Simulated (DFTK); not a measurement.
# Ge in DFTK: the effect of functional

Ge:

```xyz
1
Lattice="-1.6084 1.6084 1.8732 1.6084 -1.6084 1.8732 1.6084 1.6084 -1.8732" Properties=species:S:1:pos:R:3 pbc="T T T"
Ge    0.0000    0.0000    1.8732
```

The cell was built by a generator and needn't be a form met in nature.

Alike in all runs:

| Property | Result |
| --- | --- |
| Program | DFTK 0.8.2 |
| Task | single point |
| Potentials or basis | SG15 1.2 (PBE) |
| Cutoff | 1225 eV |
| k mesh | 12 × 12 × 12 |
| Occupations | fermi-dirac, width 0.05 eV |
| Spin | no spin polarisation |

Task: One run gave: pressure -6.6 GPa. Which functional did it use?
A. LDA
B. WC
C. BLYP
D. PBEsol
E. r2SCAN

Result: A.

```csv
functional,pressure (GPa)
LDA,-6.6
PBEsol,-3.1
RPBE,3.7
BLYP,5.6
AM05,-3.5
WC,-2.7
r2SCAN,-2.6
```

Caveats: the potentials were made for another functional, which shifts forces and pressure.

Runs at the PBE level aren't shown here.
